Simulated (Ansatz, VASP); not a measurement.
## Two plane-wave programs on TiSi2

File INCAR:

```
SYSTEM = TiSi2
PREC = Accurate
ENCUT = 520
EDIFF = 1E-7
ISMEAR = 0
SIGMA = 0.1
LREAL = .FALSE.
LASPH = .TRUE.
NELM = 150
ALGO = Normal
ISIF = 2
LWAVE = .FALSE.
LCHARG = .TRUE.
ISPIN = 2
MAGMOM = 1 0 0
LORBIT = 11
LMAXMIX = 4
GGA = PE
LELF = .TRUE.
LVHAR = .TRUE.
NBANDS = 21
```

KPOINTS

```
regular mesh
0
G
  6 6 4
  0 0 0
```

The input POSCAR:

```
TiSi2
1.0
    3.2247334387      0.0000000000      0.0000000000
    0.0000000000      3.2247334387      0.0000000000
    0.0000000000      0.0000000000      5.1348685092
Ti Si
1 2
Direct
    0.5000000000      0.5000000000      0.2860057341
    0.5000000000      0.5000000000      0.7925749082
    0.0000000000      0.0000000000      0.0256292877
```

Input for Ansatz:

```yaml
crystal:
  lattice:
    - [3.2247334387, 0.0, 0.0]
    - [0.0, 3.2247334387, 0.0]
    - [0.0, 0.0, 5.1348685092]
  atoms:
    - { symbol: Ti, position: [0.5, 0.5, 0.2860057341], spin: 1.0 }
    - { symbol: Si, position: [0.5, 0.5, 0.7925749082] }
    - { symbol: Si, position: [0.0, 0.0, 0.0256292877] }
basis:
  ecutwfc: 420
kpoints:
  mp_grid: { grid: [6, 6, 4] }
hamiltonian:
  xc: pbe
scf:
  occupations: { method: gaussian, width: 0.1 }
  lower_state_search: "off"
output:
  forces: true
  stress: true
  eigenvalues: true
  populations: true
magnetization:
  spin_polarized: true
```

Alike in both runs: task single point; functional PBE; k mesh 6 × 6 × 4; occupations gaussian, width 0.1 eV; collinear spin.

```csv
,VASP,Ansatz
version,VASP 6.6.1,Ansatz 0.2.0
potentials or method,"VASP PAW PBE potentials, release 64 (Ti_sv, Si)","scalar-relativistic, plane waves, PAW"
plane-wave cutoff (eV),520,420
valence electrons in the cell,20,20
```

```csv
,VASP,Ansatz,Ansatz less VASP
gap on the k mesh at the Fermi level (eV),none,none,-
pressure (GPa),-0.1,-0.1,+0.02
largest component of the traceless stress (GPa),1.37,1.35,-0.022
rms of the force components (eV/Å),0.083,0.080,-0.0034
net moment per atom (μB),0.00,0.00,0.000
```

Atom by atom the forces differ by 0.004 eV/Å (rms over components). A gap of «none» marks a metal or a gap that the smearing closes. With one functional, cell and mesh, what is left measures potentials, basis and numerics. Ansatz warned: «seeded_moment_not_kept».
